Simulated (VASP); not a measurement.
A run of VASP 6.6.1:

The input POSCAR:

```
HfO2
1.0
    5.0803194000      0.0000000000      0.0000000000
    0.0000000000      5.1648674500      0.0000000000
    0.0000000000      0.0000000000      4.8908836500
Hf O
4 8
Direct
    0.2225908200      0.7817995800      0.2720679400
    0.7225908200      0.7182004200      0.7279320600
    0.7774091800      0.2182004200      0.2720679400
    0.2774091800      0.2817995800      0.7279320600
    0.1868153200      0.1636487800      0.1045346200
    0.6868153200      0.3363512200      0.8954653800
    0.8131846800      0.8363512200      0.1045346200
    0.3131846800      0.6636487800      0.8954653800
    0.0000000000      0.5000000000      0.4890544500
    0.5000000000      0.0000000000      0.5109455500
    0.0000000000      0.0000000000      0.5756249900
    0.5000000000      0.5000000000      0.4243750100
```

The input INCAR.step1:

```
SYSTEM = HfO2
  ALGO = Normal
  EDIFF = 1E-7
  ENCUT = 520
  GGA = PE
  ISIF = 2
  ISMEAR = 0
  LASPH = .True.
  LCHARG = .True.
  LMAXMIX = 4
  LREAL = .False.
  LWAVE = .False.
  NBANDS = 56
  NELM = 100
  PREC = Accurate
  SIGMA = 0.02
```

Contents of KPOINTS.step1:

```
k-points
0
Gamma
  4 4 5
  0 0 0
```

INCAR.step2

```
SYSTEM = HfO2
  ALGO = Normal
  EDIFF = 1E-7
  ENCUT = 520
  GGA = PE
  ICHARG = 11
  ISIF = 2
  ISMEAR = -5
  LASPH = .True.
  LCHARG = .False.
  LMAXMIX = 4
  LORBIT = 10
  LREAL = .False.
  LWAVE = .False.
  NBANDS = 56
  NEDOS = 2001
  NELM = 100
  PREC = Accurate
  SIGMA = 0.02
```

KPOINTS.step2

```
k-points
0
Gamma
  6 6 8
  0 0 0
```

Potentials or basis: VASP PAW PBE potentials, release 64 (Hf_pv, O).

Run with:

```sh
$ cat potpaw_PBE.64/Hf_pv/POTCAR potpaw_PBE.64/O/POTCAR > POTCAR
$ cp INCAR.step1 INCAR
$ cp KPOINTS.step1 KPOINTS
$ mpirun -np 1 vasp_std > vasp.out
$ cp INCAR.step2 INCAR
$ cp KPOINTS.step2 KPOINTS
$ mpirun -np 1 vasp_std > vasp.out
```

Hardware: 1 thread of AMD EPYC 7571, on a shared host.

Question: Estimate the wall time of this run.

Answer: Run time: 17 min on 1 thread of AMD EPYC 7571, on a shared host, peak memory 0.47 GiB. Counts: scf iterations 9, k points 80.
